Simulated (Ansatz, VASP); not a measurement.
# One calculation of Be2C, two programs

Contents of INCAR:

```
SYSTEM = Be2C
PREC = Accurate
ENCUT = 520
EDIFF = 1E-7
ISMEAR = 0
SIGMA = 0.1
LREAL = .FALSE.
LASPH = .TRUE.
NELM = 60
ALGO = Normal
ISIF = 2
LWAVE = .FALSE.
LCHARG = .TRUE.
GGA = PE
LELF = .TRUE.
LVHAR = .TRUE.
NBANDS = 11
```

File KPOINTS:

```
Automatic mesh
0
G
  6 6 6
  0 0 0
```

Contents of POSCAR:

```
Be2C
1.0
    0.0000000000      2.1622560000      2.1622560000
    2.1622560000      0.0000000000      2.1622560000
    2.1622560000      2.1622560000      0.0000000000
Be C
2 1
Direct
    0.7500000000      0.7500000000      0.7500000000
    0.2500000000      0.2500000000      0.2500000000
    0.0000000000      0.0000000000      0.0000000000
```

Input for Ansatz:

```yaml
crystal:
  lattice:
    - [0.0, 2.162256, 2.162256]
    - [2.162256, 0.0, 2.162256]
    - [2.162256, 2.162256, 0.0]
  atoms:
    - { symbol: Be, position: [0.75, 0.75, 0.75] }
    - { symbol: Be, position: [0.25, 0.25, 0.25] }
    - { symbol: C, position: [0.0, 0.0, 0.0] }
basis:
  ecutwfc: 420
kpoints:
  mp_grid: { grid: [6, 6, 6] }
hamiltonian:
  xc: pbe
scf:
  occupations: { method: gaussian, width: 0.1 }
  lower_state_search: "off"
output:
  forces: true
  stress: true
  eigenvalues: true
```

Alike in both runs: task single point; functional PBE; k mesh 6 × 6 × 6; occupations gaussian, width 0.1 eV; no spin polarisation.

|  | VASP | Ansatz |
| --- | --- | --- |
| version | VASP 6.6.1 | Ansatz 0.2.0 |
| potentials or method | VASP PAW PBE potentials, release 64 (Be, C) | scalar-relativistic, plane waves, PAW |
| plane-wave cutoff (eV) | 520 | 420 |
| valence electrons in the cell | 8 | 8 |

```csv
,VASP,Ansatz,Ansatz less VASP
gap on the k mesh at the Fermi level (eV),1.16,1.17,+0.014
least direct gap on the mesh (eV),4.13,4.14,+0.009
pressure (GPa),0.9,0.5,-0.41
```

With one functional, cell and mesh, what is left measures potentials, basis and numerics.

A k mesh can miss the band edges.
